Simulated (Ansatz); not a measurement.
# Stationary points along a deformation path in AlCo

All numbers below come from DFT PBE, scalar-relativistic, plane waves, PAW (Ansatz 0.2.0). The runs took a 420 eV cutoff, a Γ-centred 24×24×24 mesh and Gaussian smearing (0.15 eV). No spin polarisation. A magnetic state may lie lower. Energies are free energies at this smearing, counted from the undisturbed cell; pressure is positive in compression.

The starting cell (relaxed at this level; it needn't be the usual structure):

```xyz
2
Lattice="2.8519 0.0000 0.0000 0.0000 2.8519 0.0000 0.0000 0.0000 2.8519" Properties=species:S:1:pos:R:3 pbc="T T T"
Al    0.0000    0.0000    0.0000
Co    1.4260    1.4260    1.4260
```

At fixed volume and fractional coordinates, lengths along (0.000, 0.000, 1.000) are scaled against those across it; ρ is that ratio over its starting value. V = 11.598 Å³/atom. Δσ is the stress along the axis less the mean stress across it (compression positive).

```csv
ρ,ΔE (meV/atom),Δσ (GPa),space group
0.650,1141.1,122.52,P4/mmm
0.707,710.3,91.19,P4/mmm
0.780,348.7,62.52,P4/mmm
0.850,138.6,38.40,P4/mmm
0.920,33.1,17.48,P4/mmm
0.960,7.3,7.79,P4/mmm
1.000,0.0,0.00,Pm-3m
1.050,7.6,-6.00,P4/mmm
1.100,26.2,-10.48,P4/mmm
1.200,83.8,-16.14,P4/mmm
1.300,153.5,-20.37,P4/mmm
1.414,251.0,-28.48,P4/mmm
1.500,345.0,-38.10,P4/mmm
```

How does the stress give the slope of the energy, and where is the energy stationary?

Along the path d ln(length) is 2/3 d ln ρ on the axis and −1/3 d ln ρ across it, so dE/d ln ρ = −(2/3) V Δσ: the energy falls with ρ where Δσ is positive. Δσ vanishes or changes sign at ρ = 1.000 (Pm-3m), a minimum at 0.0 meV/atom. Pairs of stationary points between two samples would go unseen, and could change a minimum read from distant neighbours into a maximum. At ρ = 1.000 the cell is cubic, where symmetry alone makes the stress isotropic and the slope zero.

Which shear constant sets the curvature at ρ = 1?

For a cubic crystal E/V = (2/3) C (ln ρ)² with C = C′ = (C11 − C12)/2, so Δσ = −2C ln ρ. The parabola of Δσ against ln ρ through ρ = 0.960, 1 and 1.050 gives C ≈ 80 GPa with the ions clamped, rough because the steps are large.

Integrate that slope from ρ = 1 to 0.850 by the trapezoid rule.

With V/N in Å³ and 1 eV/Å³ = 160.2 GPa the slopes at ρ = 1.000, 0.960, 0.920, 0.850 are 0, -376, -844, -1853 meV/atom per unit of ln ρ. The steps add 7.7 + 26.0 + 106.7 = 140.3 meV/atom, against 138.6 from the energies; the trapezoid rule misses the curvature of the slope within each step.

In a metal these slopes depend on the k mesh and the smearing.

Cost: 13 runs of about 4.7 core-minutes in all, on Arm Neoverse V1 (shared hosts).